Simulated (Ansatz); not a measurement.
(CH3)2NH on a (100) slab of Ta (Im-3m (No. 229)), 4 planes, outer planes Ta (top) and Ta (bottom), 1 a cell of 43.2 Å², relaxed and still whole (its atoms last):

```xyz
26
Lattice="6.5699 0.0000 0.0000 0.0000 6.5699 0.0000 0.0000 0.0000 24.4939" Properties=species:S:1:pos:R:3 pbc="T T T"
Ta    1.6425    4.9274    8.0000
Ta    1.6425    1.6425    8.0000
Ta    4.9274    4.9274    8.0000
Ta    4.9274    1.6425    8.0000
Ta    3.2849    3.2849    9.6425
Ta    3.2849    0.0000    9.6425
Ta    0.0000    3.2849    9.6425
Ta    0.0000    0.0000    9.6425
Ta    4.9400    1.6345   11.2710
Ta    4.8998    4.9312   11.3057
Ta    1.6316    1.6344   11.2671
Ta    1.6737    4.9308   11.3021
Ta    0.0097   -0.0552   12.7802
Ta    0.0073    3.3364   12.8015
Ta    3.2907    0.1121   12.9260
Ta    3.2799    3.1090   12.8247
C     4.5756   -0.1111   15.9022
N     3.3398   -0.4668   15.1770
C     2.1353   -0.0969   15.9472
H     4.5430   -0.4685   16.9462
H     4.7121    0.9773   15.8795
H     5.4260   -0.5860   15.3842
H     3.3332   -1.4954   15.0448
H     2.1986   -0.4620   16.9869
H     1.2596   -0.5479   15.4541
H     2.0194    0.9943   15.9380
```

Level of theory: DFT PBE+D3(BJ), scalar-relativistic, plane waves, PAW in Ansatz. Settings: cutoff 420 eV, Γ-centred mesh 3×3×1 on the computed 26-atom cell, Gaussian smearing of 0.10 eV; no spin polarisation. The cell repeats along c with a dipole correction in the vacuum.

It binds with 1.45 eV a molecule against the clean slab and the free molecule (no zero-point or thermal terms); its shortest contact is N–Ta 2.33 Å. Take first-order desorption with no barrier to adsorption, no reaction on the face and an assumed prefactor of 10^13 s⁻¹.

Task: How long does a molecule stay at 573 K?

Result: τ = ν⁻¹·exp(E/k_BT) with k_BT = 0.0494 eV: E/k_BT = 29.4, so τ ≈ 6×10^-1 s. It leaves within a purge of seconds.

Task: Where does its peak lie in a desorption experiment heated at 1 K/s?

Result: The peak obeys E/(k_B·T_p²) = (ν/β)·exp(−E/k_BT_p). Solving gives T_p ≈ 515 K (E/k_BT_p = 32.7). An error of 0.1 eV in E moves it by about 35 K, and larger molecules have larger prefactors, which lowers it.

Task: Is this physisorption or chemisorption?

Result: The tightest contact, N–Ta 2.32 Å, is 0.96 times the sum of covalent radii, and deformation and lateral interaction add up to +0.11 eV. This is chemisorption.

The molecule may also break up before it leaves, which wasn't tried.